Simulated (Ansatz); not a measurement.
# Ru: enthalpy against pressure

Ru, P6_3/mmc, a = 2.689 Å, c = 4.252 Å. Ansatz: PBEsol, PAW, 420 eV, Γ-centred 18×18×10 mesh on 2 atoms, Gaussian smearing 0.10 eV; no spin polarisation. Cell and atoms are relaxed at each pressure, and no other structure is tried, so the rows at high pressure may lie past a change of phase. y is the enthalpy over the state at zero pressure; there V0 = 13.318 Å³/atom. The pressures are the targets, met within 0.03 GPa.

| P (GPa) | y (eV/atom) |
| --- | --- |
| -3.0 | -0.2504 |
| 0.0 | 0.0000 |
| 3.0 | 0.2483 |
| 8.0 | ? |
| 15.0 | 1.2218 |
| 30.0 | 2.4002 |
| 60.0 | 4.6537 |

Problem. Fit y = c1 P + c2 P² + c3 P³ to the other rows, say what c1 and c2 mean, and predict the missing value.

Solution. Least squares on the rows shown. y = 0.083076 P − 0.00011280 P² + 3.4845×10⁻⁷ P³. Since dH/dP = V, c1 is V0: 0.083076 eV/GPa × 160.2 = 13.309 Å³ against 13.318; c2 = −V0/(2B0) gives B0 = 368 GPa, where a Birch–Murnaghan fit to the volumes of the same runs (not shown) gives 347 GPa: a cubic over this range folds the higher terms into c2. At P = 8.0 the fit asked for gives 0.6576 eV/atom. The run gave 0.6576 eV/atom, the same to the digits shown.